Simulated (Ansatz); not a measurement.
# WSe2: the band gap up the ladder of functionals

An exercise on one series of results from a longer session: the logs are not shown, and one member is left open.

Program: Ansatz 0.2.0. PAW datasets, plane waves. Spin-unpolarised throughout; all numbers are computed.

## Starting point

The cell was relaxed beforehand with r2SCAN+rVV10.

Space group P-6m2 (No. 187), hexagonal; conventional cell a = 3.297 Å, c = 7.184 Å, 22.55 Å³ an atom. Around W lie 6 Se at 2.53 Å; around Se lie 3 W at 2.53 Å.

The structure in full:

```cif
data_structure
_symmetry_space_group_name_H-M 'P-6m2'
_symmetry_Int_Tables_number 187
_cell_length_a 3.2972
_cell_length_b 3.2972
_cell_length_c 7.1843
_cell_angle_alpha 90.000
_cell_angle_beta 90.000
_cell_angle_gamma 120.000
_cell_volume 67.64
loop_
_atom_site_label
_atom_site_type_symbol
_atom_site_symmetry_multiplicity
_atom_site_Wyckoff_symbol
_atom_site_fract_x
_atom_site_fract_y
_atom_site_fract_z
_atom_site_occupancy
W1 W 1 a 0.00000 0.00000 0.00000 1
Se1 Se 2 h 0.33333 0.66667 0.23192 1
```

The first run:

Input file input.yaml:

```yaml
crystal:
  lattice:
    - [3.2972128799, 0.0, 0.0]
    - [-1.64860644, 2.8554701157, 0.0]
    - [0.0, 0.0, 7.1842680083]
  atoms:
    - { symbol: W, position: [0.0, 0.0, 0.0] }
    - { symbol: Se, position: [0.3333333333, 0.6666666667, 0.2319180935] }
    - { symbol: Se, position: [0.3333333333, 0.6666666667, 0.7680819065] }
kpoints:
  mp_grid: { grid: [12, 12, 4] }
  band_path:
    path:
      - [[0.0, 0.0, 0.0], [0.5, 3.909487729365e-17, 0.0], [0.3333333333333, 0.3333333333333, 0.0], [0.0, 0.0, 0.0], [0.0, 0.0, 0.5], [0.5, 3.909487729365e-17, 0.5], [0.3333333333333, 0.3333333333333, 0.5], [0.0, 0.0, 0.5]]
      - [[0.5, 3.909487729365e-17, 0.5], [0.5, 3.909487729365e-17, 0.0]]
      - [[0.3333333333333, 0.3333333333333, 0.5], [0.3333333333333, 0.3333333333333, 0.0]]
    npoints: 10
hamiltonian:
  xc: pbe
scf:
  occupations: { method: fermi_dirac, width: 0.02 }
  n_extra_bands: 4
output:
  forces: true
  stress: true
  eigenvalues: true
  write_density: true
  write_potential: true
  elf: true
  volumetric_format: npy
```

Started as:

```
$ ansatz run input.yaml --threads 2 --pin off --max-ram 2211MiB --backend cpu --events-out ev --progress --plain --runs-dir out
```

Steps of the session up to this table: Band structure with PBE; r2SCAN; Single point with HSE06; PBE+SOC at the same geometry; PBE0; LDA; One-shot GW from PBE; Quasiparticle levels, G0W0@PBE; DDH-PBE0; HSE06+SOC; LC-ωPBE at the same geometry; Single point with Hartree-Fock.

One of the session's tables, all rows but one given; the rest of the session is left out.

```
                     level  gap (eV)
                       PBE      1.38
                    r2SCAN      1.49
                     HSE06      1.89
                   PBE+SOC      1.06
                      PBE0      2.56
                       LDA      1.30
G0W0@PBE (201 empty bands)      1.72
G0W0@PBE (501 empty bands)      1.75
                  DDH-PBE0      1.81
                 HSE06+SOC         ?
                   LC-ωPBE      5.80
              Hartree-Fock      6.00
```

**Question.** Estimate the row for HSE06+SOC.

The run gave: gap (eV): 1.48. In the column «gap (eV)» it lies between PBE (1.38) and r2SCAN (1.49).

Meshes: PBE 12×12×4, r2SCAN 12×12×4, HSE06 6×6×4, PBE+SOC 12×12×4, PBE0 6×6×4, LDA 12×12×4, DDH-PBE0 6×6×4, HSE06+SOC 6×6×2, LC-ωPBE 6×6×4, Hartree-Fock 6×6×4.

In words: PBE+SOC gives the least gap, 1.06 eV, and Hartree-Fock the largest, 6.00 eV. PBE reaches 78 % of the G0W0@PBE value, and r2SCAN 85 %. PBE0 lies 0.67 eV above HSE06, which differs from it by screening the long-range exchange. Hartree-Fock lies above G0W0@PBE by 4.2 eV. The levels disagree on whether the gap is direct. No extrapolation in bands, cutoff or mesh was made for G0W0.

Limits of these values: Warnings in the runs' records: stress exchange threshold loose, stress scf threshold loose.
